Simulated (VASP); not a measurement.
# SrO, self-consistent run: which settings are enough?

SrO, Fm-3m (no. 225), 2 atoms in the cell. HSE06; PAW potentials Sr_sv, O (PBE set). VASP 6.6.1.

Wanted: energy within 2 meV/atom; gap on the mesh within 0.03 eV.

POSCAR:
```
SrO
1.0
    0.0000000000      2.5663000000      2.5663000000
    2.5663000000      0.0000000000      2.5663000000
    2.5663000000      2.5663000000      0.0000000000
Sr O
1 1
Direct
    0.5000000000      0.5000000000      0.5000000000
    0.0000000000      0.0000000000      0.0000000000
```

## How exact exchange is summed

| How exact exchange is summed | Energy less reference (meV/atom) | Gap on the mesh (eV) | Time (s) |
|---|---|---|---|
| default | 0.0 | 4.764 | 53 |
| NKREDX = 2 | -8.8 | 4.768 | 35 |
| NKREDY = 2 | -9.7 | 4.769 | 33 |
| NKREDZ = 2 | -19.9 | 4.778 | 45 |
| EVENONLY = T | -5.7 | 4.814 | 35 |
| ODDONLY = T | 36.8 | 4.718 | 35 |
| LMAXFOCK = 2 | 2.2 | 4.773 | 50 |
| LMAXFOCK = 6 | 0.0 | 4.764 | 57 |

Chosen: default; no other choice that stays within half of the tolerance saves 30 % of the time.

## The input

INCAR.step1:
```
PREC = Accurate ; ENCUT = 450
EDIFF = 1E-5 ; ISMEAR = 0
SIGMA = 0.02 ; LREAL = F
LASPH = T ; ALGO = Normal
NELM = 100 ; ISIF = 2
LWAVE = T ; LCHARG = F
GGA = PE
```

INCAR.step2, as INCAR.step1 but for:
```
- EDIFF = 1E-5
- LWAVE = T
+ EDIFF = 1E-7
+ LWAVE = F
+ PRECFOCK = Fast
+ ISTART = 1
+ LHFCALC = T
+ HFSCREEN = 0.2
```

KPOINTS:
```
k-points
0
Gamma
  4 4 4
```

Commands (each step's output is kept before the next begins):
```
cat potpaw_PBE.64/Sr_sv/POTCAR potpaw_PBE.64/O/POTCAR > POTCAR
cp INCAR.step1 INCAR
mpirun -np 1 vasp_std > vasp.out
cp INCAR.step2 INCAR
mpirun -np 1 vasp_std > vasp.out
```

The chosen input took VASP 6.6.1 53 s on 1 core (AMD EPYC 9R45 (Zen 5)), a shared host.

## An input that fails: NKRED = 2 on an odd mesh

VASP's message: internal error in FOCK_FCC: number of k-points incorrect 1 27 2 2 2 If you are not a developer, you should not encounter this problem. Please submit a bug report.

k mesh: 4 × 4 × 4 becomes 3 × 3 × 3.

Changes against the starting input:
```
(all steps)
+ NKRED = 2
(KPOINTS)
-k-points
+Automatic mesh
-  4 4 4
+  3 3 3
+  0 0 0
```
